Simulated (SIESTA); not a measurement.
Pb under changes of volume

One of the cells (29.314 Å³/atom); the others are scaled copies at fixed shape and fractional positions:

```
Pb
1.0
     3.48000    0.00000    0.00000
    -1.74000    3.01377    0.00000
     0.00000    0.00000    5.59000
Pb
2
Direct
  0.66667 0.33333 0.75000
  0.33333 0.66667 0.25000
```

This isn't the form of Pb at room conditions, which is fcc.

```yaml
Program: SIESTA 5.4.2
Functional: LDA
Potentials_or_basis: PseudoDojo 0.4 standard (LDA files)
Basis: DZP (energy shift 0.003 Ry; two zetas on semicore shells)
Grid_cutoff: 500 Ry
Energy_shift: 0.003 Ry
k_mesh: 9 × 9 × 5
Occupations: fermi-dirac, width 0.05 eV
Spin: no spin polarisation
```

| volume (Å³/atom) | energy over the lowest point (meV/atom) | pressure (GPa) |
| --- | --- | --- |
| 27.555 | ? | ? |
| 28.141 | 7.68 | 2.2 |
| 28.727 | 1.95 | 1.1 |
| 29.314 | 0.00 | 0.1 |
| 29.900 | 1.33 | -0.7 |
| 30.486 | 5.61 | -1.5 |
| 31.073 | 12.54 | -2.2 |

Question: What does the run at 27.555 Å³/atom give?

Answer: Energy over the lowest point 17.77 meV/atom; pressure 3.4 GPa.

Worked out: A Birch-Murnaghan fit of order 3 (a polynomial in V^(-2/3)) to the other rows has its minimum at 29.36 Å³/atom with B0 = V·E''(V) = 45 GPa and B' = 4.9 at fixed shape and positions, which overstates the stiffness. It gives 17.59 meV/atom at 27.555 Å³/atom, against the run's 17.77, and -dE/dV = 3.3 GPa, against 3.4.

Energies are extrapolated to zero smearing.

Caveats: the basis of atomic orbitals isn't converged, which shifts pressures, moduli and gaps.
